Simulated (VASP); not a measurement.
# Co5O6 in VASP: reference runs

Reference runs on Co5O6: the cell as given.

Program: VASP 6.6.1. These are calculated values, not measurements. Logs are shortened: lines on timing, memory, paths and dates and some standing lists are left out, and cuts for length are marked.

**1. The cell of the first run**

The cell holds a slab with vacuum, 11 atoms: a = 2.998 Å, b = 2.998 Å, c = 27.263 Å, α = 90.00°, β = 90.00°, γ = 60.40°.

**2. Single point, PBE, collinear spin, ferromagnetic start (the (1 0 1) slab of CoO, cut from the database cell, not relaxed)**

INCAR

```
SYSTEM = Co5O6
PREC     = Accurate       ! precision mode
ENCUT    = 520            ! plane-wave cutoff, eV
EDIFF    = 1E-7           ! SCF threshold, eV
ISMEAR   = -1             ! smearing method
SIGMA    = 0.05           ! smearing width, eV
LREAL    = .False.        ! projectors in reciprocal space
LASPH    = .True.         ! aspherical terms in the spheres
NELM     = 100            ! most SCF steps
ALGO     = Normal         ! electronic algorithm
ISIF     = 2              ! what is computed and relaxed
LWAVE    = .False.        ! write WAVECAR
LCHARG   = .False.        ! write CHGCAR
ISPIN    = 2              ! spin polarisation
MAGMOM   = 0 0 0 0 0 0 2 2 2 2 2 ! initial moments
LORBIT   = 11             ! projections on sites
LMAXMIX  = 4              ! l up to which the mixer works
LDIPOL   = .True.       
IDIPOL   = 3            
DIPOL    = 0.5 0.5 0.500
GGA      = PE             ! functional
NBANDS   = 56             ! bands
```

KPOINTS

```
regular mesh
0
Gamma
  10 10 1
  0 0 0
```

POSCAR

```
Co5O6
1.0
    2.9981046170      0.0000000000      0.0000000000
    1.4811032101      2.6067152848      0.0000000000
    0.0000000000      0.0000000000     27.2633306564
O Co
6 5
Direct
    0.6693381358      0.6693381358      0.2750947819
    0.0080144075      0.0080144075      0.3650568691
    0.3466906792      0.3466906792      0.4550189564
    0.6853669509      0.6853669509      0.5449810436
    0.0240432226      0.0240432226      0.6349431309
    0.3627194942      0.3627194942      0.7249052181
    0.3386762717      0.3386762717      0.3200758255
    0.6773525434      0.6773525434      0.4100379127
    0.0160288150      0.0160288150      0.5000000000
    0.3547050867      0.3547050867      0.5899620873
    0.6933813584      0.6933813584      0.6799241745
```

Potentials or basis: VASP PAW PBE potentials, release 64 (O, Co).

On the command line:

```sh
cat potpaw_PBE.64/O/POTCAR potpaw_PBE.64/Co/POTCAR > POTCAR
mpirun -np 1 vasp_std > vasp.out
```

OUTCAR:

```text
SYSTEM = Co5O6
   PREC = Accurate
   ENCUT = 520
   EDIFF = 1E-7
   ISMEAR = -1
   LREAL = .False.
   LASPH = .True.
   NELM = 100
   ISIF = 2
   ISPIN = 2
   LORBIT = 11
   GGA = PE

 ion  position               nearest neighbor table
   1  0.669  0.669  0.275-   7 2.11   7 2.13   7 2.13
   2  0.008  0.008  0.365-   8 2.11   7 2.11   7 2.13   7 2.13   8 2.13   8 2.13
   3  0.347  0.347  0.455-   9 2.11   8 2.11   9 2.13   9 2.13   8 2.13   8 2.13
   4  0.685  0.685  0.545-   9 2.11  10 2.11   9 2.13   9 2.13  10 2.13  10 2.13
   5  0.024  0.024  0.635-  10 2.11  11 2.11  11 2.13  11 2.13  10 2.13  10 2.13
   6  0.363  0.363  0.725-  11 2.11  11 2.13  11 2.13
   7  0.339  0.339  0.320-   1 2.11   2 2.11   2 2.13   2 2.13   1 2.13   1 2.13   8 3.00   8 3.00
                             8 3.02
   8  0.677  0.677  0.410-   2 2.11   3 2.11   2 2.13   2 2.13   3 2.13   3 2.13   7 3.00   7 3.00
                             9 3.00   9 3.00   7 3.02   9 3.02
   9  0.016  0.016  0.500-   4 2.11   3 2.11   3 2.13   3 2.13   4 2.13   4 2.13  10 3.00  10 3.00
                             8 3.00   8 3.00   8 3.02  10 3.02
  10  0.355  0.355  0.590-   5 2.11   4 2.11   5 2.13   5 2.13   4 2.13   4 2.13  11 3.00  11 3.00
                             9 3.00   9 3.00  11 3.02   9 3.02
  11  0.693  0.693  0.680-   6 2.11   5 2.11   6 2.13   5 2.13   6 2.13   5 2.13  10 3.00  10 3.00
                            10 3.02

  LATTYP: Found a base centered orthorhombic cell.
 ALAT       =     3.0160003058
 B/A-ratio  =     1.7183341247
 C/A-ratio  =     9.0395649510

  Lattice vectors:

 A1 = (  -1.4811032101,  -2.6067152848,   0.0000000000)
 A2 = (   2.9981046170,   0.0000000000,   0.0000000000)
 A3 = (   0.0000000000,   0.0000000000,  27.2633306564)

Analysis of symmetry for initial positions (statically):
=====================================================================
 Subroutine PRICEL returns:
 Original cell was already a primitive cell.

 Routine SETGRP: Setting up the symmetry group for a
 base centered orthorhombic supercell.

 Subroutine GETGRP returns: Found  4 space group operations
 (whereof  2 operations were pure point group operations)
 out of a pool of  8 trial point group operations.

The static configuration has the point symmetry C_1h.
 The point group associated with its full space group is C_2h.

Analysis of symmetry for dynamics (positions and initial velocities):
=====================================================================
 Subroutine PRICEL returns:
 Original cell was already a primitive cell.

 Routine SETGRP: Setting up the symmetry group for a
 base centered orthorhombic supercell.

 Subroutine GETGRP returns: Found  4 space group operations
 (whereof  2 operations were pure point group operations)
 out of a pool of  8 trial point group operations.

The dynamic configuration has the point symmetry C_1h.
 The point group associated with its full space group is C_2h.

Analysis of structural, dynamic, and magnetic symmetry:
=====================================================================
 Subroutine PRICEL returns:
 Original cell was already a primitive cell.

 Routine SETGRP: Setting up the symmetry group for a
 base centered orthorhombic supercell.

 Subroutine GETGRP returns: Found  4 space group operations
 (whereof  2 operations were pure point group operations)
 out of a pool of  8 trial point group operations.

The overall configuration has the point symmetry C_1h.
 The point group associated with its full space group is C_2h.

 Subroutine INISYM returns: Found  4 space group operations
 (whereof  2 operations are pure point group operations),
 and found     1 'primitive' translations

----------------------------------------------------------------------------------------

                                     Primitive cell

  volume of cell :     213.0685

  direct lattice vectors                    reciprocal lattice vectors
     2.998104617  0.000000000  0.000000000     0.333544065 -0.189515590  0.000000000
     1.481103210  2.606715285  0.000000000     0.000000000  0.383624558  0.000000000
     0.000000000  0.000000000 27.263330656     0.000000000  0.000000000  0.036679304

  length of vectors
     2.998104617  2.998104617 27.263330656     0.383624558  0.383624558  0.036679304

[... 104 lines left out ...]
   ISIF   =      2    stress and relaxation
   ISYM   =      2    0-nonsym 1-usesym 2-fastsym
   POTIM  = 0.5000    time-step for ionic-motion
   TEBEG  =    0.0;   TEEND  =   0.0 temperature during run
   PSTRESS=    0.0 pullay stress
   NELECT =      81.0000    total number of electrons
   NUPDOWN=      -1.0000    fix difference up-down
   EMIN   =  10.00;   EMAX   =-10.00  energy-range for DOS
   EFERMI =   0.00;   METHOD = LEGACY
   ISMEAR =    -1;   SIGMA  =   0.05  broadening in eV -4-tet -1-fermi 0-gaus
   EFERMI_NEDOS =   21; number of points for ismear=-14 and -15
   IALGO  =     38    algorithm
   IMIX   =      4    mixing-type and parameters
     AMIX     =   0.40;   BMIX     =  1.00
     AMIX_MAG =   1.60;   BMIX_MAG =  1.00
  volume/ion in A,a.u.               =      19.37       130.71
  Fermi-wavevector in a.u.,A,eV,Ry     =   1.185942  2.241105 19.136025  1.406458
  Thomas-Fermi vector in A             =   2.322125
   LORBIT       =     11    0 simple, 1 ext, 2 COOP (PROOUT), +10 PAW based schemes
   GGA     = PE    functional components
   LHFCALC =     F    Hartree Fock is set to
   AEXX    =    0.0000 exact exchange contribution
   IVDW    =     0    specifies the selected vdW correction
   LEPSILON=     F    determine dielectric tensor
   LRPA    =     F    only Hartree local field effects (RPA)
 spin polarized calculation
  energy-cutoff  :      520.00
  volume of cell :      213.07
 maximum number of plane-waves:      5801
 NGX is ok and might be reduce to    24
   NGX = 11   NGY = 11   NGZ =101

 dipolmoment           0.000000      0.000000     -0.000000 electrons x Angstroem

 number of electron      80.9999997 magnetization      10.0597506

 number of electron      80.9999996 magnetization       8.9918181

 dipolmoment           0.000000      0.000000      0.000002 electrons x Angstroem

 Free energy of the ion-electron system (eV)
  ---------------------------------------------------
  ext. energy  EPLUGINS =         0.00000000
  ---------------------------------------------------
  free energy    TOTEN  =       -69.89501558 eV

  energy without entropy =      -69.80459261  energy(sigma->0) =      -69.84980410

 E-fermi :  -0.6275     XC(G=0):  -6.5927

 val. band max:       -0.6329711293   @ k =   0.3000  -0.0000   0.0000
 cond. band min:      -0.6259204914   @ k =  -0.3000   0.3000   0.0000
 fundamental gap:      0.0070506379
 Fermi energy:        -0.6275081379

 spin component 1

 k-point     1 :       0.0000    0.0000    0.0000
  band No.  band energies     occupation
      1     -20.7696      1.00000
      2     -20.4696      1.00000
      3     -20.0881      1.00000
      4     -19.7595      1.00000
      5     -17.9736      1.00000
      6     -17.9727      1.00000
[... 1309 lines left out ...]
     51       5.4822      0.00000
     52       6.1423      0.00000

 [... further k-points ...]

 spin component 2

 k-point     1 :       0.0000    0.0000    0.0000
  band No.  band energies     occupation
      1     -20.3830      1.00000
      2     -20.2117      1.00000
      3     -19.7810      1.00000
      4     -19.3050      1.00000
      5     -17.7816      1.00000
      6     -17.7803      1.00000
[... 1309 lines left out ...]
     51       5.9643      0.00000
     52       6.6165      0.00000

 [... further k-points ...]

 [bands above 52 left out]

------------------------ aborting loop because EDIFF is reached ----------------------------------------

 vacuum level on the upper side and lower side of the slab       (xc-potential included)        -0.028        -0.028

  FORCE on cell =-STRESS in cart. coord.  units (eV):
  Direction    XX          YY          ZZ          XY          YZ          ZX
  --------------------------------------------------------------------------------------
  -------------------------------------------------------------------------------------
  Total      -10.7892213    -10.9531690    -12.5050195      0.1442725     -0.1315374     -0.2260166
  in kB      -81.1299842    -82.3627956    -94.0319978      1.0848630     -0.9891007     -1.6995409
  external PRESSURE =     -85.8415925 kB  Pullay stress =       0.0000000 kB

 VOLUME and BASIS-vectors are now :
 -----------------------------------------------------------------------------
  energy-cutoff  :      520.00
  volume of cell :      213.07
      direct lattice vectors                 reciprocal lattice vectors
     2.998104617  0.000000000  0.000000000     0.333544065 -0.189515590  0.000000000
     1.481103210  2.606715285  0.000000000     0.000000000  0.383624558  0.000000000
     0.000000000  0.000000000 27.263330656     0.000000000  0.000000000  0.036679304

 POSITION                                       TOTAL-FORCE (eV/Angst)
 -----------------------------------------------------------------------------------
      2.99810      1.74477      7.50000         0.006196      0.003606      4.491555
      0.03590      0.02089      9.95267        -0.012346     -0.007185     -0.674080
      1.55290      0.90372     12.40533        -0.001529     -0.000890     -0.183525
      3.06990      1.78656     14.85800         0.001529      0.000890      0.183525
      0.10769      0.06267     17.31066         0.012346      0.007185      0.674080
      1.62470      0.94551     19.76333        -0.006196     -0.003606     -4.491555
      1.51700      0.88283      8.72633         0.028725      0.016717     -3.854136
      3.03400      1.76567     11.17900        -0.007471     -0.004348      0.103716
      0.07180      0.04178     13.63167        -0.000000     -0.000000      0.000000
      1.58880      0.92462     16.08433         0.007471      0.004348     -0.103716
      3.10580      1.80745     18.53700        -0.028725     -0.016717      3.854136
 -----------------------------------------------------------------------------------
    total drift:                                0.000018      0.000011      0.000247

  FREE ENERGIE OF THE ION-ELECTRON SYSTEM (eV)
  ---------------------------------------------------
  free  energy   TOTEN  =       -69.8950155836 eV

  energy  without entropy=      -69.8045926124  energy(sigma->0) =      -69.84980410

 vacuum level on the upper side and lower side of the slab         7.469         7.469

 total charge

# of ion       s       p       d       tot
------------------------------------------
    1        1.599   3.145   0.000   4.744
    2        1.558   3.399   0.000   4.957
    3        1.556   3.429   0.000   4.985
    4        1.556   3.429   0.000   4.985
    5        1.558   3.399   0.000   4.957
    6        1.599   3.145   0.000   4.744
    7        0.302   0.353   7.165   7.820
    8        0.295   0.356   7.154   7.805
    9        0.296   0.361   7.150   7.808
   10        0.295   0.356   7.154   7.805
   11        0.302   0.353   7.165   7.820
--------------------------------------------------
tot         10.916  21.726  35.789  68.431

 magnetization (x)

# of ion       s       p       d       tot
------------------------------------------
    1        0.001   0.105   0.000   0.106
    2        0.015   0.088   0.000   0.103
    3        0.028   0.268   0.000   0.296
    4        0.028   0.268   0.000   0.296
    5        0.015   0.088   0.000   0.103
    6        0.001   0.105   0.000   0.106
    7        0.002   0.009   0.100   0.111
    8        0.015   0.012   2.471   2.499
    9        0.020   0.016   2.541   2.578
   10        0.015   0.012   2.471   2.499
   11        0.002   0.009   0.100   0.111
--------------------------------------------------
tot          0.143   0.981   7.683   8.807
```

It took 30 min on 1 thread of AMD EPYC 9R45 (Zen 5), shared host; peak memory 0.73 GiB.

Results:

- Free energy: -69.8950 eV
- Largest force: 4.492 eV/Å
- Band gap on the k mesh: none (metal or under the smearing width)
- Net moment: 8.99 μB per cell
- Site moments: O +0.11, +0.10, +0.30; Co +0.11, +2.50, +2.58 μB
- Valence electrons inside the program's atomic spheres: O 4.74, 4.96, 4.99; Co 7.82, 7.80, 7.81

Forces in eV/Å, atoms in the order of the input:
```
O    0.006  0.004  4.492
O   -0.012 -0.007 -0.674
O   -0.002 -0.001 -0.184
O    0.002  0.001  0.184
O    0.012  0.007  0.674
O   -0.006 -0.004 -4.492
Co   0.029  0.017 -3.854
Co  -0.007 -0.004  0.104
Co   0.000  0.000  0.000
Co   0.007  0.004 -0.104
Co  -0.029 -0.017  3.854
```

Levels at points of the mesh, in eV from the Fermi level:
Spin up:
| k point | band 43 | band 44 | band 45 | band 46 | band 47 | band 48 |
| --- | --- | --- | --- | --- | --- | --- |
| (0.00, 0.00, 0.00) | -0.59 | -0.24 | -0.18 | 1.04 | 1.06 | 1.10 |
| (0.50, 0.00, 0.00) | -0.32 | -0.31 | -0.28 | 0.94 | 1.00 | 1.08 |
| (0.50, 0.50, 0.00) | -0.33 | -0.31 | -0.31 | 0.98 | 1.02 | 1.05 |
Spin down:
```csv
k point,band 32,band 33,band 34,band 35,band 36,band 37,band 38,band 39,band 40,band 41
"(0.00, 0.00, 0.00)",-0.64,-0.62,-0.61,-0.50,-0.31,-0.27,-0.11,0.17,0.33,0.34
"(0.50, 0.00, 0.00)",-0.15,-0.13,-0.12,-0.06,0.06,0.16,0.22,0.23,0.54,0.71
"(0.50, 0.50, 0.00)",-0.15,-0.13,-0.10,-0.04,0.09,0.16,0.24,0.25,0.56,0.72
```

Caveat: semilocal functionals often make such compounds metallic where correlation or magnetic order opens a gap, which also shifts bond lengths.
